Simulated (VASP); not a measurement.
# NiSb: DFT+U ground state, by Hubbard U and LDAUTYPE

NiSb, P6_3/mmc (no. 194), 4 atoms in the cell.

| Hubbard U (eV) | LDAUTYPE | Hund's J (eV) | Form of DFT+U | Gap (eV) | Largest site moment (muB) | Time (s) |
|---|---|---|---|---|---|---|
| Ni shell d, U 5 | 1 | 1 | Liechtenstein, U + J and J | 0.00 | 0.00 | 19 |
| Ni shell d, U 4 | 1 | – | Liechtenstein, J = 0 | 0.00 | 0.00 | 18 |
| Ni shell d, U 5 | 2 | 1 | Dudarev, U + J and J | 0.00 | 0.00 | 17 |
| Ni shell d, U 4 | 2 | – | Dudarev, U alone | 0.00 | 0.00 | 18 |
| Ni shell d, U 5 | 4 | 1 | type 4, U + J and J | 0.00 | 0.00 | 18 |
| – | – | – | none | 0.00 | 0.00 | 16 |

Limits: The cell is the same for all forms and was relaxed for none; total energies under different U or different forms can't be compared; magnetic orders weren't compared, so this needn't be the magnetic ground state.

## Input of the first row

INCAR:
```
PREC     = Accurate       # precision mode
ENCUT    = 520            # plane-wave cutoff, eV
EDIFF    = 1E-6           # SCF threshold, eV
NELM     = 200            # most SCF steps
ALGO     = Normal         # electronic algorithm
ISMEAR   = 0              # smearing method
SIGMA    = 0.05           # smearing width, eV
LREAL    = F              # projectors in reciprocal space
LASPH    = T              # aspherical terms in the spheres
LMAXMIX  = 4              # l up to which the mixer works
LORBIT   = 11             # projections on sites
LWAVE    = F              # write WAVECAR
LCHARG   = F              # write CHGCAR
GGA      = PE             # functional
ISPIN    = 2              # spin polarisation
MAGMOM   = 0 0 2 -2       # initial moments
ISIF     = 2              # what is computed and relaxed
AMIX     = 0.2          
BMIX     = 1E-4         
AMIX_MAG = 0.8          
BMIX_MAG = 1E-4         
LDAU     = T              # DFT+U
LDAUTYPE = 1            
LDAUL    = -1 2           # shell
LDAUU    = 0 5            # U, eV
LDAUJ    = 0 1          
LDAUPRINT= 1             
```

KPOINTS:
```
k-points
0
Gamma
  7 7 5
```

POSCAR:
```
NiSb
1.0
    3.9280000000      0.0000000000      0.0000000000
   -1.9640000000      3.4017477861      0.0000000000
    0.0000000000      0.0000000000      5.1200000000
Sb Ni
2 2
Direct
    0.6666666667      0.3333333333      0.7500000000
    0.3333333333      0.6666666667      0.2500000000
    0.0000000000      0.0000000000      0.5000000000
    0.0000000000      0.0000000000      0.0000000000
```

Commands:
```
cat potpaw_PBE.64/Sb/POTCAR potpaw_PBE.64/Ni/POTCAR > POTCAR
mpirun -np 4 vasp_std > vasp.out
```

Changes of the last row against the first:
```
- LDAU = True
- LDAUTYPE = 1
- LDAUL = -1 2
- LDAUU = 0 5
- LDAUJ = 0 1
- LDAUPRINT = 1
```

VASP 6.6.1 took 19 s on 4 cores (Intel Xeon Platinum 8488C (Sapphire Rapids)), a shared host.
